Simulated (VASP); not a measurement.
## Cu: single point with PBEsol

Crystal: Cu.

```
Cu
1.0
     0.00000    1.80750    1.80750
     1.80750    0.00000    1.80750
     1.80750    1.80750    0.00000
Cu
1
Direct
  0.00000 0.00000 0.00000
```

- Program: VASP 6.6.1
- Task: single point
- Functional: PBEsol
- Potentials or basis: VASP PAW PBE potentials, release 64 (Cu)
- Cutoff: 500 eV
- k mesh: 13 × 13 × 13
- Occupations: gaussian, width 0.1 eV
- Spin: no spin polarisation
- Further INCAR settings: ALGO = Fast; EDIFF = 1e-06

The pressure is -5.5 GPa and the band gap on the k mesh is none (metal or under the smearing width).

Levels at points of the mesh, in eV from the Fermi level:
```
           k point  band 2  band 3  band 4  band 5  band 6  band 7  band 8  band 9
(0.00, 0.00, 0.00)   -3.21   -3.21   -3.21   -2.38   -2.38   22.41   25.02   25.02
```

Run time: 8.4 s on 1 thread of Intel(R) Xeon(R) 6975P-C (Granite Rapids), with other jobs on the host, peak memory 0.11 GiB.

Caveat: the PAW data sets were made with another functional, which shifts forces and pressure a little.
